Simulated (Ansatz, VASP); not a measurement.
CdSe (Cadmoselite): VASP beside Ansatz

Contents of INCAR:

```
ALGO = Normal
EDIFF = 1E-7
ENCUT = 520
GGA = PS
ISIF = 2
ISMEAR = 0
LASPH = True
LCHARG = True
LELF = True
LREAL = False
LVHAR = True
LWAVE = False
NBANDS = 26
NELM = 80
PREC = Accurate
SIGMA = 0.01
```

Contents of KPOINTS:

```
k-points
0
Gamma
  6 6 4
```

POSCAR

```
CdSe
1.0
    4.3000000000      0.0000000000      0.0000000000
   -2.1500000000      3.7239092400      0.0000000000
    0.0000000000      0.0000000000      7.0200000000
Cd Se
2 2
Direct
    0.3333333333      0.6666666667      0.0000000000
    0.6666666667      0.3333333333      0.5000000000
    0.3333333333      0.6666666667      0.3850000000
    0.6666666667      0.3333333333      0.8850000000
```

Input for Ansatz:

```yaml
crystal:
  lattice:
    - [4.3, 0.0, 0.0]
    - [-2.15, 3.72390924, 0.0]
    - [0.0, 0.0, 7.02]
  atoms:
    - { symbol: Cd, position: [0.33333333333333326, 0.6666666666666666, 0.0] }
    - { symbol: Cd, position: [0.6666666666666665, 0.3333333333333333, 0.5] }
    - { symbol: Se, position: [0.33333333333333326, 0.6666666666666666, 0.38500000000000006] }
    - { symbol: Se, position: [0.6666666666666665, 0.3333333333333333, 0.885] }
kpoints:
  mp_grid:
    grid: [6, 6, 4]
hamiltonian:
  xc: pbesol
scf:
  convergence:
    dr2_threshold: 1.0e-10
  occupations:
    method: fixed
output:
  forces: true
  stress: true
```

Alike in both runs: task single point; functional PBEsol; k mesh 6 × 6 × 4; no spin polarisation.

|  | VASP | Ansatz |
| --- | --- | --- |
| version | VASP 6.6.1 | Ansatz 0.2.0 |
| potentials or method | VASP PAW PBE potentials, release 64 (Cd, Se) | plane waves, PAW |
| plane-wave cutoff (eV) | 520 | 420 |
| occupations | gaussian, width 0.01 eV | fixed |
| valence electrons in the cell | 36 | 72 |

Ansatz gave:

| Quantity | Value |
| --- | --- |
| pressure (GPa) | 0.2 |
| largest component of the traceless stress (GPa) | 1.23 |
| rms of the force components (eV/Å) | 0.153 |

Question: Estimate VASP's values.

Answer: Pressure (GPa): 0.5; largest component of the traceless stress (GPa): 1.28; rms of the force components (eV/Å): 0.159.

Atom by atom the forces differ by 0.006 eV/Å (rms over components). The two sets of potentials don't hold the same shells in valence.

Caveats: the PAW data sets were made with another functional, which shifts forces and pressure a little (VASP). A hybrid or GW would open this gap; PBEsol tends to underestimate it.
